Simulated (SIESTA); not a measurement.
The system is HfO2.

```
Hf O
1.0
     0.00000    2.55750    2.55750
     2.55750    0.00000    2.55750
     2.55750    2.55750    0.00000
Hf O
1 2
Direct
  0.00000 0.00000 0.00000
  0.75000 0.75000 0.75000
  0.25000 0.25000 0.25000
```

Measurements of this composition are mostly on another form, of space group No. 14.

Base run:

```yaml
Program: SIESTA 5.4.2
Functional: vdW-DF-cx
Potentials_or_basis: PseudoDojo 0.4 standard (PBE files)
Basis: DZP (energy shift 0.002 Ry)
Grid_cutoff: 800 Ry
Energy_shift: 0.002 Ry
k_mesh: 9 × 9 × 9
Occupations: fermi-dirac, width 0.05 eV
Spin: no spin polarisation
```

Its results: band gap on the k mesh 3.62 eV, indirect (least direct gap 3.77 eV); pressure -6.8 GPa.

Problem. The run is repeated on the same cell with these changes: functional from vdW-DF-cx to LDA; potentials or basis from PseudoDojo 0.4 standard (PBE files) to PseudoDojo 0.4 standard (LDA files). What comes out?

Solution. Band gap on the k mesh 3.50 eV, indirect (least direct gap 3.65 eV); pressure -17.2 GPa.

Caveats: semicore shells carry a single zeta, which can move pressures by several GPa and volumes by a few percent; spin-orbit coupling is left out, which moves the levels of the heavy elements; the basis of atomic orbitals isn't converged, which shifts pressures, moduli and gaps; the potentials were made for another functional, which shifts forces and pressure (some runs); so large a pressure means that the cell lies far from this level's equilibrium, or that cutoff or potentials fall short (some runs).

A k mesh can miss the band edges.

Not every run made on this cell is shown here.
